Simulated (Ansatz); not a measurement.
## Is this MgS structure stable?

The structure comes from a generated guess, relaxed at this level; another structure or a mixture of phases may lie lower.

Theory: DFT PBE, scalar-relativistic, plane waves, PAW in Ansatz. Plane waves to 420 eV, a 6×6×2 mesh through Γ for the 8-atom cell and 0.02 eV Gaussian smearing; no spin polarisation.

```
Mg S
1.0
     4.04052    0.00000    0.00000
    -2.02026    3.49919    0.00000
     0.00000    0.00000   13.08003
Mg S
4 4
Direct
  0.00000 0.00000 0.09486
  0.00000 0.00000 0.59486
  0.33333 0.66667 0.34395
  0.66667 0.33333 0.84395
  0.00000 0.00000 0.40573
  0.00000 0.00000 0.90573
  0.33333 0.66667 0.15546
  0.66667 0.33333 0.65546
```

Formation energies are uncorrected and refer to the elements' standard structures at the same level.

Task: These tests were run: energy against the elements; random kick, then relaxation without symmetry; phonons on a 2×2×1 q mesh; elastic tensor. What do they show?

Result:

```json
{"test": "energy against the elements", "result": "−1.434 eV/atom"}
{"test": "random kick, then relaxation without symmetry", "result": "returns"}
{"test": "phonons on a 2×2×1 q mesh", "result": "no imaginary mode on the mesh"}
{"test": "elastic tensor", "result": "least eigenvalue 18 GPa"}
```

It fails none of these tests. Whether a mixture of other phases lies lower isn't tested here.

The reference form of S is held partly by dispersion forces, which this level lacks. The kick test ran on a coarse mesh. The run for the phonons used a 6×6×2 k mesh. The run for the elastic tensor used a 6×6×2 k mesh.
